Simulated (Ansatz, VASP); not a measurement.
This is a calculation of NiO for Ansatz 0.2.0.

File input.yaml:

```yaml
crystal:
  lattice:
    - [0.0, 2.0859016414, 2.0859016414]
    - [2.0859016414, 0.0, 2.0859016414]
    - [2.0859016414, 2.0859016414, 0.0]
  atoms:
    - { symbol: Ni, position: [0.0, 0.0, 0.0], spin: 1.0 }
    - { symbol: O, position: [0.5, 0.5, 0.5] }
hamiltonian:
  xc: pbesol
  pseudopotentials: { kind: paw }
  dispersion: d4
magnetization:
  spin_polarized: true
kpoints:
  mp_grid: { grid: [11, 11, 11] }
scf:
  occupations: { method: fermi_dirac, width: 0.05 }
output:
  forces: true
  stress: true
relax:
  f_tol: 0.01
  max_steps: 40
  cell: { stress_tol: 0.05 }
```

Potentials or basis: Ansatz PAW.

Launch:

```sh
$ ansatz run input.yaml --threads 2 --pin off --max-ram 5632MiB --backend cpu --events-out ev --progress --plain --runs-dir out
```

**Question.** Set up the same calculation for VASP 6.6.1. Potentials there: VASP PAW PBE potentials, release 64 (Ni, O).

**Answer.** As run (the cutoff follows the program's own potentials):

File INCAR:

```
ALGO = Normal
EDIFF = 1E-6
EDIFFG = -0.02
ENCUT = 600
GGA = PS
IBRION = 2
ISIF = 3
ISMEAR = -1
ISPIN = 2
IVDW = 13
LASPH = True
LCHARG = False
LMAXMIX = 4
LORBIT = 11
LREAL = False
LWAVE = False
MAGMOM = 1 0
NELM = 120
NSW = 40
PREC = Accurate
SIGMA = 0.05
```

Contents of KPOINTS:

```
k-points
0
Gamma
  11 11 11
```

File POSCAR:

```
NiO
1.0
    0.0000000000      2.0859016414      2.0859016414
    2.0859016414      0.0000000000      2.0859016414
    2.0859016414      2.0859016414      0.0000000000
Ni O
1 1
Direct
    0.0000000000      0.0000000000      0.0000000000
    0.5000000000      0.5000000000      0.5000000000
```

Potentials or basis: VASP PAW PBE potentials, release 64 (Ni, O).

The run is started by

```sh
$ cat potpaw_PBE.64/Ni/POTCAR potpaw_PBE.64/O/POTCAR > POTCAR
$ mpirun -np 1 vasp_std > vasp.out
```

Both were run:

|  | VASP | Ansatz | Ansatz less VASP |
| --- | --- | --- | --- |
| net moment per atom (μB) | 0.60 | 0.63 | +0.027 |
| size of the moment on the site where the two differ most (μB) | 1.00 | 1.02 | +0.021 |
| relaxed volume (Å³/atom) | 8.62 | 8.63 | +0.012 |
| relaxed cell length with the largest relative difference (Å) | 2.899 | 2.901 | +0.0013 |
| energy change over the relaxation (meV/atom) | -16 | -15 | +1.0 |

Site moments also hang on the region over which each program counts them. The two sets of potentials don't hold the same shells in valence.

Caveats: a cell with one magnetic atom can't hold antiferromagnetic order, which such compounds often take; the PAW data sets were made with another functional, which shifts forces and pressure a little (VASP); semilocal functionals often make such compounds metallic where correlation or magnetic order opens a gap, which also shifts bond lengths (VASP); pairwise dispersion overbinds metals, which lowers pressure and volume (VASP); the plane-wave basis is chosen anew once the cell has moved, so the energies of steps on either side of that aren't comparable (Ansatz); the pressure holds a Pulay correction of +0.8 GPa for the finite cutoff (Ansatz); the PAW data sets come from PBE, with cores solved anew for the run's functional, which leaves a small shift of forces and pressure (Ansatz). With open d or f shells a metallic result of PBEsol can be an artefact of self-interaction; +U or a hybrid may open a gap.
